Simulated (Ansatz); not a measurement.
## MgO (Fm-3m), tetragonal deformation path

Theory: DFT PBE, scalar-relativistic, plane waves, PAW in Ansatz. Settings: plane waves to 350 eV, k-mesh 6×6×6 (Γ-centred), Gaussian smearing 0.05 eV. The mesh is coarse. No spin polarisation. Energies are free energies at this smearing, counted from the undisturbed cell; pressure is positive in compression.

Reference structure (as given, not relaxed at this level; it stands at -1.8 GPa):

```xyz
2
Lattice="0.0000 2.1351 2.1351 2.1351 0.0000 2.1351 2.1351 2.1351 0.0000" Properties=species:S:1:pos:R:3 pbc="T T T"
Mg    0.0000    0.0000    0.0000
O     2.1351    2.1351    2.1351
```

At fixed volume and fractional coordinates, lengths along (0.000, 0.000, 1.000) are scaled against those across it; ρ is that ratio over its starting value.

```tsv
ρ	ΔE (meV/atom)
0.650	1418.2
0.707	765.3
0.780	320.6
0.850	116.0
0.920	26.1
0.960	5.6
1.000	0.0
1.050	7.5
1.100	28.1
1.200	98.3
1.300	200.7
1.414	357.8
1.500	505.1
```

(1) Predict the pressure (GPa) at each point.

## Answers

(1)
```csv
ρ,pressure (GPa)
0.650,75.9
0.707,44.9
0.780,20.2
0.850,7.0
0.920,0.4
0.960,-1.2
1.000,-1.8
1.050,-1.1
1.100,0.9
1.200,7.2
1.300,16.1
1.414,28.7
1.500,39.3
```

Cost: 13 runs of about 0.26 core-minutes in all, on Intel Xeon Processor @ 2.50GHz (Skylake/Cascade Lake) (shared hosts).